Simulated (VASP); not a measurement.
TiAl:

```xyz
2
Lattice="3.1791 0.0000 0.0000 0.0000 3.1791 0.0000 0.0000 0.0000 3.1791" Properties=species:S:1:pos:R:3 pbc="T T T"
Ti    0.0000    0.0000    0.0000
Al    1.5895    1.5895    1.5895
```

The cell comes from a database or a generator and needn't be the stable form of this composition.

* Program: VASP 6.6.1
* Task: relaxation of cell and atoms
* Functional: PBE
* Dispersion: D3(BJ)
* Potentials or basis: VASP PAW PBE potentials, release 64 (Ti_sv, Al)
* Cutoff: 600 eV
* k mesh: 14 × 14 × 14
* Occupations: gaussian, width 0.1 eV
* Spin: no spin polarisation

At the start: pressure -4.3 GPa; volume 16.06 Å³/atom.

Q: Where does the relaxation end?

A: Over 3 steps the energy falls by 8.5 meV/atom and the volume is 15.46 Å³/atom (-3.8 %); space group Pm-3m (No. 221, to 0.05 Å).

Step by step:
| step | energy change (eV) | largest force (eV/Å) | pressure (GPa) | volume (Å³) |
| --- | --- | --- | --- | --- |
| 1 | 0.0000 | 0.0000 | -4.32 | 32.13 |
| 2 | -0.0097 | 0.0000 | 3.15 | 30.16 |
| 3 | -0.0170 | 0.0000 | 0.00 | 30.91 |

Final structure:
```
CELL_PARAMETERS angstrom
3.13847 0.00000 0.00000
0.00000 3.13847 0.00000
0.00000 0.00000 3.13847
ATOMIC_POSITIONS crystal
Ti 0.00000 0.00000 0.00000
Al 0.50000 0.50000 0.50000
```

Caveat: pairwise dispersion overbinds metals, which lowers pressure and volume.
